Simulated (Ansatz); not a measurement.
# GaAs: band gap under strain

How does strain move the band edges of zincblende GaAs, and do the functionals agree on it? States: no strain; -4.0 % biaxial strain in the (111) plane, free along [111]; -3.0 % biaxial strain in the (111) plane, free along [111].

Program: Ansatz 0.2.0. PAW datasets, plane waves. Calculated at 0 K for a non-magnetic cell.

## 1. The cell

The unstrained cell was relaxed with r2SCAN; in each strained cell the atoms were relaxed again with r2SCAN. Names of k-points are those of the unstrained zone, where strain can split equivalent points. First state: no strain.

Space group F-43m (No. 216), cubic; a = 5.666 Å in the conventional setting, 22.74 Å³ an atom. Near Ga stand 4 As at 2.45 Å; near As stand 4 Ga at 2.45 Å.

Coordinates:

Space group F-43m (No. 216). a = 5.666 Å, b = 5.666 Å, c = 5.666 Å, α = 90.00°, β = 90.00°, γ = 90.00°
```tsv
atom	site	symmetry	x	y	z
Ga	4a	-43m	0.0000	0.0000	0.0000
As	4d	-43m	0.2500	0.2500	0.7500
```

## 2. No strain: PBE

Contents of input.yaml:

```yaml
crystal:
  lattice:
    - [0.0, 2.8330850955, 2.8330850955]
    - [2.8330850955, 0.0, 2.8330850955]
    - [2.8330850955, 2.8330850955, 0.0]
  atoms:
    - { symbol: Ga, position: [0.0, 0.0, 0.0] }
    - { symbol: As, position: [0.25, 0.25, 0.25] }
kpoints:
  mp_grid: { grid: [8, 8, 8] }
  band_path:
    path:
      - [0.0, 0.0, 0.0]
      - [-0.5, -0.5, 0.0]
      - [-0.375, -0.375, 0.25]
      - [-0.375, 0.0, 0.375]
      - [0.0, 0.0, 0.5]
      - [-0.5, -0.25, 0.25]
    npoints: 1
hamiltonian:
  xc: pbe
scf:
  occupations: { method: fermi_dirac, width: 0.02 }
  n_extra_bands: 4
output:
  forces: true
  stress: true
  eigenvalues: true
```

Started as:

```console
ansatz run input.yaml --threads 2 --pin off --max-ram 29491MiB --backend cpu --events-out ev --progress --plain --runs-dir out
```

The runs that follow: No strain: r2SCAN; No strain: HSE06; No strain: r2SCAN+SOC; No strain: r2SCAN; No strain: G0W0@PBE; -4.0 % biaxial strain in the (111) plane, free along [111]: PBE; -4.0 % biaxial strain in the (111) plane, free along [111]: r2SCAN; -4.0 % biaxial strain in the (111) plane, free along [111]: HSE06; -4.0 % biaxial strain in the (111) plane, free along [111]: r2SCAN+SOC; -4.0 % biaxial strain in the (111) plane, free along [111]: r2SCAN; -4.0 % biaxial strain in the (111) plane, free along [111]: G0W0@PBE; -3.0 % biaxial strain in the (111) plane, free along [111]: PBE; -3.0 % biaxial strain in the (111) plane, free along [111]: r2SCAN; -3.0 % biaxial strain in the (111) plane, free along [111]: HSE06; -3.0 % biaxial strain in the (111) plane, free along [111]: r2SCAN+SOC; -3.0 % biaxial strain in the (111) plane, free along [111]: r2SCAN; -3.0 % biaxial strain in the (111) plane, free along [111]: G0W0@PBE.

**Question.** What will these runs give?

**Answer**, as computed:

Least gap in eV (negative: overlap), with the change from the unstrained cell in brackets. G0W0 is on its own coarse mesh.

```
                                                     state  volume change (%)           PBE        r2SCAN         HSE06          G0W0
                                                 no strain               +0.0          0.47          0.96          1.36          1.20
-4.0 % biaxial strain in the (111) plane, free along [111]               -6.2  0.60 (+0.13)  1.09 (+0.13)  1.51 (+0.15)  1.28 (+0.08)
-3.0 % biaxial strain in the (111) plane, free along [111]               -4.6  0.61 (+0.14)  1.11 (+0.15)  1.53 (+0.17)  1.37 (+0.17)
```

What this shows: With HSE06, of the states in the table -3.0 % biaxial strain in the (111) plane, free along [111] shifts the gap most, by +0.164 eV. PBE and HSE06 differ by 0.90 eV on the unstrained gap, and by at most 0.02 eV on its change: the two disagree on the size of the gap but agree on its response to strain. G0W0 here is at a finite number of bands, screening cutoff and k mesh, not at the basis limit.
